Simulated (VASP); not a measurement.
# MgO (P6_3mc) in VASP: notebook

Aim: see how the results for MgO move with the level of theory and the settings. Levels: PBEsol, RPBE, LDA. Tasks: relaxation of cell and atoms.

Program: VASP 6.6.1. These are calculated values, not measurements. Logs are shortened: lines on timing, memory, paths and dates and some standing lists are left out, and cuts for length are marked.

### Step 1. The structure

The structure is hexagonal, space group P6_3mc (No. 186). Conventional cell: a = 3.308 Å, b = 3.308 Å, c = 4.983 Å, α = 90.00°, β = 90.00°, γ = 120.00°. Mg (site symmetry 3m) has 4 O at 1.97 to 1.99 Å as nearest neighbours. Around O (site symmetry 3m) lie 4 Mg at 1.97 to 1.99 Å.

Measurements of this composition are mostly on another form, of space group No. 225.

### Step 2. Relaxation of cell and atoms, PBEsol

The input, INCAR:

```
SYSTEM = MgO
PREC = Accurate
ENCUT = 480
EDIFF = 1E-7
ISMEAR = 0
SIGMA = 0.02
LREAL = .False.
LASPH = .True.
NELM = 60
ALGO = Normal
ISIF = 3
LWAVE = .False.
LCHARG = .False.
GGA = PS
IBRION = 2
NSW = 90
EDIFFG = -0.005
```

The input, KPOINTS:

```
Automatic mesh
0
Gamma
  9 9 6
  0 0 0
```

The input, POSCAR:

```
MgO
1.0
    3.3077869900      0.0000000000      0.0000000000
   -1.6538934900      2.8646275600      0.0000000000
    0.0000000000      0.0000000000      4.9828816700
Mg O
2 2
Direct
    0.3333333300      0.6666666700      0.0021597400
    0.6666666700      0.3333333300      0.5021597400
    0.3333333300      0.6666666700      0.4024402600
    0.6666666700      0.3333333300      0.9024402600
```

Potentials or basis: VASP PAW PBE potentials, release 64 (Mg, O_s).

The run is started by

```
> cat potpaw_PBE.64/Mg/POTCAR potpaw_PBE.64/O_s/POTCAR > POTCAR
> mpirun -np 1 vasp_std > vasp.out
```

OUTCAR:

```text
SYSTEM = MgO
   PREC = Accurate
   ENCUT = 480
   EDIFF = 1E-7
   ISMEAR = 0
   LREAL = .False.
   LASPH = .True.
   NELM = 60
   ISIF = 3
   GGA = PS
   IBRION = 2
   NSW = 90
   EDIFFG = -0.005

 ion  position               nearest neighbor table
   1  0.333  0.667  0.002-   4 1.97   4 1.97   4 1.97   3 1.99   2 3.14   2 3.14   2 3.14   2 3.14
                             2 3.14   2 3.14
   2  0.667  0.333  0.502-   3 1.97   3 1.97   3 1.97   4 1.99   1 3.14   1 3.14   1 3.14   1 3.14
                             1 3.14   1 3.14
   3  0.333  0.667  0.402-   2 1.97   2 1.97   2 1.97   1 1.99
   4  0.667  0.333  0.902-   1 1.97   1 1.97   1 1.97   2 1.99

  LATTYP: Found a hexagonal cell.
 ALAT       =     3.3077869900
 C/A-ratio  =     1.5064094771

  Lattice vectors:

 A1 = (   3.3077869900,   0.0000000000,   0.0000000000)
 A2 = (  -1.6538934900,   2.8646275600,   0.0000000000)
 A3 = (   0.0000000000,   0.0000000000,   4.9828816700)

Analysis of symmetry for initial positions (statically):
=====================================================================
 Subroutine PRICEL returns:
 Original cell was already a primitive cell.

 Routine SETGRP: Setting up the symmetry group for a
 hexagonal supercell.

 Subroutine GETGRP returns: Found 12 space group operations
 (whereof  6 operations were pure point group operations)
 out of a pool of 24 trial point group operations.

The static configuration has the point symmetry C_3v.
 The point group associated with its full space group is C_6v.

Analysis of symmetry for dynamics (positions and initial velocities):
=====================================================================
 Subroutine PRICEL returns:
 Original cell was already a primitive cell.

 Routine SETGRP: Setting up the symmetry group for a
 hexagonal supercell.

 Subroutine GETGRP returns: Found 12 space group operations
 (whereof  6 operations were pure point group operations)
 out of a pool of 24 trial point group operations.

The dynamic configuration has the point symmetry C_3v.
 The point group associated with its full space group is C_6v.

 Subroutine INISYM returns: Found 12 space group operations
 (whereof  6 operations are pure point group operations),
 and found     1 'primitive' translations

----------------------------------------------------------------------------------------

                                     Primitive cell

  volume of cell :      47.2157

  direct lattice vectors                    reciprocal lattice vectors
     3.307786990  0.000000000  0.000000000     0.302316928  0.174542759  0.000000000
    -1.653893490  2.864627560  0.000000000     0.000000000  0.349085520  0.000000000
     0.000000000  0.000000000  4.982881670     0.000000000  0.000000000  0.200687086

  length of vectors
     3.307786990  3.307786984  4.982881670     0.349085519  0.349085520  0.200687086

  position of ions in fractional coordinates (direct lattice)
     0.333333330  0.666666670  0.002159740
     0.666666670  0.333333330  0.502159740
     0.333333330  0.666666670  0.402440260
     0.666666670  0.333333330  0.902440260

  ion indices of the primitive-cell ions
   primitive index   ion index
                 1           1
                 2           2
                 3           3
                 4           4

----------------------------------------------------------------------------------------

 KPOINTS: Automatic mesh

Automatic generation of k-mesh.
 Grid dimensions read from file:
 generate k-points for:    9    9    6

 Generating k-lattice:

  Cartesian coordinates                     Fractional coordinates (reciprocal lattice)
     0.033590770  0.019393640  0.000000000     0.111111111  0.000000000  0.000000000
     0.000000000  0.038787280  0.000000000     0.000000000  0.111111111  0.000000000
     0.000000000  0.000000000  0.033447848     0.000000000  0.000000000  0.166666667

  Length of vectors
     0.038787280  0.038787280  0.033447848

  Shift w.r.t. Gamma in fractional coordinates (k-lattice)
[... 45 lines left out ...]
   LORBIT       =      0    0 simple, 1 ext, 2 COOP (PROOUT), +10 PAW based schemes
   GGA     = PS    functional components
   LHFCALC =     F    Hartree Fock is set to
   AEXX    =    0.0000 exact exchange contribution
   IVDW    =     0    specifies the selected vdW correction
   LEPSILON=     F    determine dielectric tensor
   LRPA    =     F    only Hartree local field effects (RPA)
 conjugate gradient relaxation of ions
 non-spin polarized calculation
 Gauss-broadening in eV      SIGMA  =   0.02
  energy-cutoff  :      480.00
  volume of cell :       47.22
 maximum number of plane-waves:      1142
 NGX is ok and might be reduce to    24
   NGX = 11   NGY = 11   NGZ = 17

--------------------------------------- Ionic step        1  -------------------------------------------

 number of electron      15.9999993 magnetization

 Free energy of the ion-electron system (eV)
  ---------------------------------------------------
  ext. energy  EPLUGINS =         0.00000000
  ---------------------------------------------------
  free energy    TOTEN  =       -24.54937077 eV

  energy without entropy =      -24.54937077  energy(sigma->0) =      -24.54937077

------------------------ aborting loop because EDIFF is reached ----------------------------------------

  FORCE on cell =-STRESS in cart. coord.  units (eV):
  Direction    XX          YY          ZZ          XY          YZ          ZX
  --------------------------------------------------------------------------------------
  -------------------------------------------------------------------------------------
  Total       -0.0191595     -0.0191595      0.0036974     -0.0000000      0.0000000      0.0000000
  in kB       -0.6501435     -0.6501435      0.1254633     -0.0000000      0.0000000      0.0000000
  external PRESSURE =      -0.3916079 kB  Pullay stress =       0.0000000 kB
[... 213 lines left out ...]
  energy  without entropy=      -24.5494850823  energy(sigma->0) =      -24.54948508

--------------------------------------- Ionic step        7  -------------------------------------------

 number of electron      15.9999993 magnetization

 Free energy of the ion-electron system (eV)
  ---------------------------------------------------
  ext. energy  EPLUGINS =         0.00000000
  ---------------------------------------------------
  free energy    TOTEN  =       -24.54954114 eV

  energy without entropy =      -24.54954114  energy(sigma->0) =      -24.54954114

 E-fermi :   1.3699     XC(G=0):  -9.9784

 val. band max:        1.2372366872   @ k =   0.0000   0.0000   0.0000
 cond. band min:       4.6065092810   @ k =   0.0000   0.0000   0.0000
 fundamental gap:      3.3692725938
 Fermi energy:         1.3699298888

 k-point     1 :       0.0000    0.0000    0.0000
  band No.  band energies     occupation
      1     -14.9261      2.00000
      2     -14.1064      2.00000
      3      -2.0809      2.00000
      4       0.4858      2.00000
      5       0.4858      2.00000
      6       0.8194      2.00000
      7       0.8194      2.00000
      8       1.2372      2.00000
      9       4.6065      0.00000
     10       9.6535      0.00000
     11      11.4339      0.00000
     12      15.2719      0.00000
[... 331 lines left out ...]
 k-point    24 :       0.3333    0.3333    0.1667
  band No.  band energies     occupation
      1     -14.0898      2.00000
      2     -14.0898      2.00000
      3      -1.4767      2.00000
      4      -0.9740      2.00000
      5      -0.9740      2.00000
      6      -0.1929      2.00000
      7       0.3194      2.00000
      8       0.3194      2.00000
      9       9.4320      0.00000
     10       9.4783      0.00000
     11      11.2289      0.00000
     12      11.2289      0.00000

 [... further k-points ...]

------------------------ aborting loop because EDIFF is reached ----------------------------------------

  FORCE on cell =-STRESS in cart. coord.  units (eV):
  Direction    XX          YY          ZZ          XY          YZ          ZX
  --------------------------------------------------------------------------------------
  -------------------------------------------------------------------------------------
  Total       -0.0094192     -0.0094192      0.0187194     -0.0000000      0.0000000      0.0000000
  in kB       -0.3193524     -0.3193524      0.6346714     -0.0000000      0.0000000      0.0000000
  external PRESSURE =      -0.0013445 kB  Pullay stress =       0.0000000 kB
[... 19 lines left out ...]
  FREE ENERGIE OF THE ION-ELECTRON SYSTEM (eV)
  ---------------------------------------------------
  free  energy   TOTEN  =       -24.5495411412 eV

  energy  without entropy=      -24.5495411412  energy(sigma->0) =      -24.54954114

 reached required accuracy - stopping structural energy minimisation
```

Wall time 38 s (1 thread of Intel Xeon 6975P-C (Granite Rapids), shared host); peak memory 0.16 GiB.

What came out:

```
Free energy                            : -24.5495 eV
Relaxed volume                         : 11.81 Å³/atom
Relaxed cell                           : a = 3.302 Å, b = 3.302 Å, c = 5.005 Å, α = 90.00°, β = 90.00°, γ = 120.00°
Space group after relaxing (to 0.05 Å) : P6_3mc (No. 186)
Energy gained by relaxing              : 0.0 meV/atom
Ionic steps                            : 7
Pressure after relaxing                : 0.0 GPa
Largest force after relaxing           : 0.003 eV/Å
Band gap on the k mesh                 : 3.37 eV, direct
```

Forces in eV/Å, atoms in the order of the input:
```
Mg   0.000  0.000 -0.003
Mg   0.000  0.000 -0.003
O    0.000  0.000  0.003
O    0.000  0.000  0.003
```

Stress tensor (GPa, compression positive):
```
-0.03  0.00  0.00
 0.00 -0.03  0.00
 0.00  0.00  0.06
```

The path:
```
step  energy change (eV)  largest force (eV/Å)  pressure (GPa)  volume (Å³)
   1              0.0000                0.0086           -0.04        47.22
   2              0.0000                0.0057            0.03        47.20
   3              0.0000                0.0025            0.09        47.18
   4              0.0000                0.0023            0.08        47.18
   5             -0.0001                0.0017            0.07        47.19
   6             -0.0001                0.0003            0.05        47.21
   7             -0.0002                0.0031            0.00        47.26
```

Final structure:
```
Mg O
1.0
     3.30188    0.00000    0.00000
    -1.65094    2.85951    0.00000
     0.00000    0.00000    5.00496
Mg O
2 2
Direct
  0.33333 0.66667 0.00332
  0.66667 0.33333 0.50332
  0.33333 0.66667 0.40128
  0.66667 0.33333 0.90128
```

Caveat: the PAW data sets were made with another functional, which shifts forces and pressure a little; an odd mesh through Γ misses points on the zone boundary, where band edges often lie. A hybrid or GW would open this gap; PBEsol tends to underestimate it.

(Continued in part 2 of 2.)
